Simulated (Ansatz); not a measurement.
# Eigenvalues along a path: ZnSe (NiAs type)

```
Zn Se
1.0
     3.81967    0.00000    0.00000
    -1.90984    3.30793    0.00000
     0.00000    0.00000    6.18001
Zn Se
2 2
Direct
  0.00000 0.00000 0.00000
  0.00000 0.00000 0.50000
  0.33333 0.66667 0.25000
  0.66667 0.33333 0.75000
```

The cell comes from a relaxation on PAW files under the same functional, begun from a prototype that needn't be the stable phase.

All numbers are PBE results (scalar-relativistic) from Ansatz 0.2.0, with a Γ-centred 10×10×6 k mesh, Fermi–Dirac smearing of 0.08 eV, no spin polarisation. Methods: LAPW: all electrons, basis error target 1 meV/atom.

Path points, in fractions of the reciprocal vectors: Γ (0.000, 0.000, 0.000), M (0.500, 0.000, 0.000), K (0.333, 0.333, 0.000), A (0.000, 0.000, 0.500), L (0.500, 0.000, 0.500), H (0.333, 0.333, 0.500). Levels in eV from the Fermi level; bands 27 to 51, counted from the lowest band of the run. The gap is zero, the pressure 0.02 GPa.

```
# k(1/Å) point b27 b28 b29 b30 b31 b32 b33 b34 b35 b36 b37 b38 b39 b40 b41 b42 b43 b44 b45 b46 b47 b48 b49 b50 b51
0.000 Γ -13.85 -12.49 -7.13 -6.98 -6.98 -6.92 -6.71 -6.71 -6.70 -6.70 -6.56 -6.56 -5.52 -0.71 -0.71 -0.46 -0.27 -0.27 0.22 2.86 5.95 5.95 7.09 7.47 7.47
0.136 - -13.80 -12.47 -7.09 -6.98 -6.96 -6.92 -6.72 -6.71 -6.71 -6.69 -6.56 -6.56 -5.49 -1.51 -0.90 -0.60 -0.45 -0.18 0.97 3.24 5.71 5.98 6.13 7.19 8.17
0.271 - -13.67 -12.43 -6.99 -6.97 -6.92 -6.91 -6.73 -6.73 -6.70 -6.68 -6.57 -6.56 -5.40 -2.61 -1.35 -1.26 -0.44 -0.10 1.94 3.86 4.65 5.47 6.62 6.65 7.52
0.407 - -13.47 -12.37 -6.97 -6.93 -6.88 -6.82 -6.76 -6.73 -6.69 -6.66 -6.58 -6.56 -5.23 -3.62 -2.18 -1.65 -0.50 -0.09 2.69 3.47 3.90 5.89 6.05 7.20 7.45
0.543 - -13.21 -12.31 -6.97 -6.97 -6.87 -6.81 -6.69 -6.66 -6.64 -6.64 -6.58 -6.56 -4.93 -4.46 -2.97 -2.01 -0.76 -0.13 2.59 3.00 3.65 5.56 6.45 7.52 7.69
0.678 - -12.92 -12.27 -7.07 -6.98 -6.90 -6.84 -6.63 -6.63 -6.60 -6.55 -6.55 -6.53 -5.03 -4.49 -3.65 -2.30 -1.29 -0.18 2.12 2.91 3.50 5.20 7.03 7.38 8.45
0.814 - -12.66 -12.29 -7.21 -6.99 -6.93 -6.85 -6.62 -6.61 -6.60 -6.55 -6.47 -6.44 -5.28 -4.17 -3.96 -2.48 -1.97 -0.22 1.93 2.77 3.38 4.97 7.32 7.71 8.73
0.950 M -12.51 -12.35 -7.28 -6.99 -6.94 -6.86 -6.62 -6.61 -6.59 -6.54 -6.45 -6.39 -5.32 -4.39 -3.62 -2.54 -2.38 -0.23 1.89 2.71 3.34 4.90 7.31 8.34 8.39
1.028 - -12.51 -12.34 -7.28 -6.99 -6.93 -6.86 -6.62 -6.61 -6.60 -6.55 -6.45 -6.40 -5.34 -4.36 -3.59 -2.59 -2.36 -0.39 1.74 2.84 3.53 5.02 7.32 8.33 8.37
1.106 - -12.49 -12.33 -7.26 -6.99 -6.92 -6.86 -6.64 -6.60 -6.60 -6.55 -6.45 -6.40 -5.40 -4.29 -3.51 -2.70 -2.33 -0.77 1.37 3.18 4.02 5.31 7.36 8.31 8.32
1.185 - -12.46 -12.31 -7.23 -6.98 -6.90 -6.86 -6.66 -6.60 -6.60 -6.55 -6.45 -6.42 -5.49 -4.18 -3.38 -2.84 -2.29 -1.26 0.90 3.68 4.68 5.68 7.41 8.21 8.29
1.263 - -12.43 -12.30 -7.20 -6.97 -6.87 -6.87 -6.69 -6.60 -6.59 -6.56 -6.45 -6.44 -5.60 -4.03 -3.21 -2.94 -2.24 -1.77 0.39 4.25 5.43 6.06 7.45 8.09 8.21
1.341 - -12.39 -12.28 -7.17 -6.96 -6.88 -6.85 -6.73 -6.59 -6.58 -6.57 -6.47 -6.45 -5.71 -3.85 -3.00 -3.00 -2.26 -2.22 -0.06 4.79 6.20 6.42 7.44 7.99 8.07
1.420 - -12.35 -12.29 -7.15 -6.94 -6.90 -6.82 -6.76 -6.58 -6.57 -6.56 -6.51 -6.45 -5.78 -3.66 -2.99 -2.76 -2.67 -2.28 -0.37 5.16 6.76 6.94 7.32 7.85 7.88
1.498 K -12.31 -12.31 -7.14 -6.92 -6.92 -6.79 -6.79 -6.58 -6.58 -6.54 -6.54 -6.45 -5.81 -3.56 -2.92 -2.92 -2.49 -2.49 -0.48 5.29 7.07 7.07 7.53 7.66 7.66
1.655 - -12.45 -12.25 -7.16 -6.93 -6.88 -6.83 -6.75 -6.59 -6.58 -6.57 -6.49 -6.46 -5.70 -3.84 -3.22 -2.62 -2.62 -1.90 -0.15 4.98 6.37 6.93 6.94 7.64 7.95
1.811 - -12.70 -12.23 -7.13 -6.92 -6.85 -6.84 -6.73 -6.62 -6.59 -6.57 -6.50 -6.48 -5.37 -4.00 -3.94 -2.16 -2.04 -1.31 0.60 4.44 5.77 6.18 6.31 7.18 8.13
1.968 - -13.03 -12.27 -7.05 -6.92 -6.82 -6.81 -6.74 -6.66 -6.62 -6.59 -6.57 -6.53 -4.78 -4.65 -3.60 -1.60 -1.47 -0.83 1.62 3.87 5.50 5.53 5.70 6.64 8.48
2.125 - -13.35 -12.33 -7.00 -6.92 -6.81 -6.79 -6.78 -6.75 -6.69 -6.62 -6.58 -6.56 -5.10 -3.93 -2.90 -1.04 -0.99 -0.54 2.85 3.19 5.01 5.17 5.68 6.59 8.47
2.281 - -13.62 -12.41 -6.97 -6.95 -6.92 -6.89 -6.74 -6.74 -6.70 -6.67 -6.57 -6.56 -5.36 -2.87 -1.98 -0.66 -0.60 -0.44 2.27 4.22 4.25 5.23 6.29 6.76 7.53
2.438 - -13.79 -12.47 -7.07 -6.98 -6.96 -6.92 -6.72 -6.71 -6.71 -6.69 -6.56 -6.56 -5.48 -1.66 -1.08 -0.45 -0.44 -0.33 1.14 3.35 5.65 5.77 6.19 7.08 8.19
2.595 Γ -13.85 -12.49 -7.13 -6.98 -6.98 -6.92 -6.71 -6.71 -6.70 -6.70 -6.56 -6.56 -5.52 -0.71 -0.71 -0.46 -0.27 -0.27 0.22 2.86 5.95 5.95 7.09 7.47 7.47
2.667 - -13.84 -12.51 -7.10 -6.98 -6.98 -6.92 -6.71 -6.71 -6.70 -6.70 -6.56 -6.56 -5.49 -0.77 -0.70 -0.70 -0.27 -0.27 0.51 2.86 5.94 5.94 7.04 7.36 7.36
2.740 - -13.80 -12.58 -7.04 -6.97 -6.97 -6.90 -6.71 -6.71 -6.70 -6.70 -6.57 -6.57 -5.42 -1.30 -0.68 -0.68 -0.28 -0.28 0.96 2.87 5.91 5.91 6.93 7.10 7.10
2.813 - -13.73 -12.69 -6.97 -6.95 -6.95 -6.89 -6.73 -6.73 -6.70 -6.70 -6.58 -6.58 -5.28 -1.85 -0.64 -0.64 -0.30 -0.30 1.40 2.88 5.88 5.88 6.80 6.81 6.81
2.885 - -13.65 -12.82 -6.92 -6.92 -6.89 -6.87 -6.75 -6.75 -6.69 -6.69 -6.60 -6.60 -5.06 -2.41 -0.60 -0.60 -0.33 -0.33 1.80 2.88 5.86 5.86 6.54 6.54 6.67
2.958 - -13.54 -12.97 -6.90 -6.90 -6.85 -6.84 -6.77 -6.77 -6.68 -6.68 -6.61 -6.61 -4.77 -2.95 -0.55 -0.55 -0.36 -0.36 2.14 2.85 5.86 5.86 6.31 6.31 6.59
3.030 - -13.41 -13.12 -6.87 -6.87 -6.83 -6.82 -6.80 -6.80 -6.66 -6.66 -6.63 -6.63 -4.40 -3.47 -0.50 -0.50 -0.40 -0.40 2.42 2.77 5.90 5.90 6.12 6.12 6.58
3.103 A -13.27 -13.27 -6.83 -6.83 -6.83 -6.83 -6.82 -6.82 -6.65 -6.65 -6.65 -6.65 -3.96 -3.96 -0.45 -0.45 -0.45 -0.45 2.63 2.63 5.99 5.99 5.99 5.99 6.65
3.239 - -13.24 -13.24 -6.86 -6.86 -6.83 -6.83 -6.80 -6.80 -6.65 -6.65 -6.65 -6.65 -3.94 -3.94 -0.79 -0.79 -0.52 -0.52 2.89 2.89 5.62 5.62 6.12 6.12 7.04
3.374 - -13.14 -13.14 -6.89 -6.89 -6.82 -6.82 -6.77 -6.77 -6.66 -6.66 -6.64 -6.64 -3.92 -3.92 -1.45 -1.45 -0.71 -0.71 3.13 3.13 5.54 5.54 6.48 6.48 7.28
3.510 - -12.98 -12.98 -6.92 -6.92 -6.82 -6.82 -6.75 -6.75 -6.66 -6.66 -6.63 -6.63 -4.05 -4.05 -1.98 -1.98 -0.95 -0.95 2.84 2.84 6.01 6.01 6.92 6.92 7.21
3.646 - -12.79 -12.79 -6.94 -6.94 -6.81 -6.81 -6.74 -6.74 -6.66 -6.66 -6.62 -6.62 -4.45 -4.45 -2.12 -2.12 -1.20 -1.20 2.35 2.35 5.95 5.95 7.29 7.29 7.63
3.781 - -12.61 -12.61 -6.94 -6.94 -6.81 -6.81 -6.74 -6.74 -6.65 -6.65 -6.60 -6.60 -4.97 -4.97 -1.97 -1.97 -1.40 -1.40 1.88 1.88 5.48 5.48 7.49 7.49 8.06
3.917 - -12.47 -12.47 -6.91 -6.91 -6.82 -6.82 -6.75 -6.75 -6.61 -6.61 -6.58 -6.58 -5.39 -5.39 -1.76 -1.76 -1.54 -1.54 1.52 1.52 5.10 5.10 7.56 7.56 8.11
4.053 L -12.42 -12.42 -6.89 -6.89 -6.82 -6.82 -6.77 -6.77 -6.59 -6.59 -6.58 -6.58 -5.56 -5.56 -1.66 -1.66 -1.58 -1.58 1.38 1.38 4.97 4.97 7.58 7.58 8.09
4.131 - -12.41 -12.41 -6.89 -6.89 -6.82 -6.82 -6.76 -6.76 -6.60 -6.60 -6.57 -6.57 -5.55 -5.55 -2.04 -2.04 -1.28 -1.28 1.46 1.46 5.04 5.04 7.03 7.03 8.65
4.209 - -12.40 -12.40 -6.88 -6.88 -6.83 -6.83 -6.75 -6.75 -6.61 -6.61 -6.54 -6.54 -5.51 -5.51 -2.50 -2.50 -1.03 -1.03 1.67 1.67 5.26 5.26 6.32 6.32 9.39
4.288 - -12.38 -12.38 -6.89 -6.89 -6.83 -6.83 -6.74 -6.74 -6.61 -6.61 -6.52 -6.52 -5.45 -5.45 -2.97 -2.97 -0.83 -0.83 1.95 1.95 5.48 5.48 5.79 5.79 10.08
4.366 - -12.35 -12.35 -6.91 -6.91 -6.81 -6.81 -6.73 -6.73 -6.62 -6.62 -6.49 -6.49 -5.37 -5.37 -3.41 -3.41 -0.68 -0.68 2.26 2.26 4.96 4.96 6.17 6.17 9.97
4.444 - -12.33 -12.33 -6.92 -6.92 -6.78 -6.78 -6.73 -6.73 -6.63 -6.63 -6.46 -6.46 -5.28 -5.28 -3.78 -3.78 -0.57 -0.57 2.55 2.55 4.42 4.42 6.70 6.70 9.58
4.523 - -12.31 -12.31 -6.93 -6.93 -6.76 -6.76 -6.73 -6.73 -6.63 -6.63 -6.44 -6.44 -5.21 -5.21 -4.04 -4.04 -0.49 -0.49 2.79 2.79 4.02 4.02 7.13 7.13 9.35
4.601 H -12.30 -12.30 -6.93 -6.93 -6.76 -6.76 -6.73 -6.73 -6.63 -6.63 -6.43 -6.43 -5.18 -5.18 -4.13 -4.13 -0.46 -0.46 2.88 2.88 3.87 3.87 7.29 7.29 9.32
4.758 - -12.34 -12.34 -6.92 -6.92 -6.79 -6.79 -6.73 -6.73 -6.63 -6.63 -6.47 -6.47 -5.18 -5.18 -3.85 -3.85 -0.60 -0.60 2.75 2.75 4.26 4.26 6.98 6.98 8.97
4.914 - -12.47 -12.47 -6.89 -6.89 -6.85 -6.85 -6.72 -6.72 -6.65 -6.65 -6.54 -6.54 -4.97 -4.97 -3.29 -3.29 -0.95 -0.95 2.78 2.78 4.91 4.91 6.61 6.61 8.38
5.071 - -12.67 -12.67 -6.91 -6.91 -6.86 -6.86 -6.73 -6.73 -6.66 -6.66 -6.59 -6.59 -4.56 -4.56 -2.68 -2.68 -1.26 -1.26 2.96 2.96 5.49 5.49 6.41 6.41 8.21
5.228 - -12.89 -12.89 -6.92 -6.92 -6.83 -6.83 -6.74 -6.74 -6.66 -6.66 -6.62 -6.62 -4.14 -4.14 -2.20 -2.20 -1.19 -1.19 3.14 3.14 5.62 5.62 6.51 6.51 8.25
5.384 - -13.09 -13.09 -6.90 -6.90 -6.83 -6.83 -6.77 -6.77 -6.66 -6.66 -6.64 -6.64 -3.93 -3.93 -1.64 -1.64 -0.84 -0.84 3.24 3.24 5.41 5.41 6.63 6.63 7.45
5.541 - -13.23 -13.23 -6.86 -6.86 -6.83 -6.83 -6.79 -6.79 -6.65 -6.65 -6.65 -6.65 -3.94 -3.94 -0.88 -0.88 -0.55 -0.55 2.96 2.96 5.55 5.55 6.18 6.18 7.10
5.698 A -13.27 -13.27 -6.83 -6.83 -6.83 -6.83 -6.82 -6.82 -6.65 -6.65 -6.65 -6.65 -3.96 -3.96 -0.45 -0.45 -0.45 -0.45 2.63 2.63 5.99 5.99 5.99 5.99 6.65
```
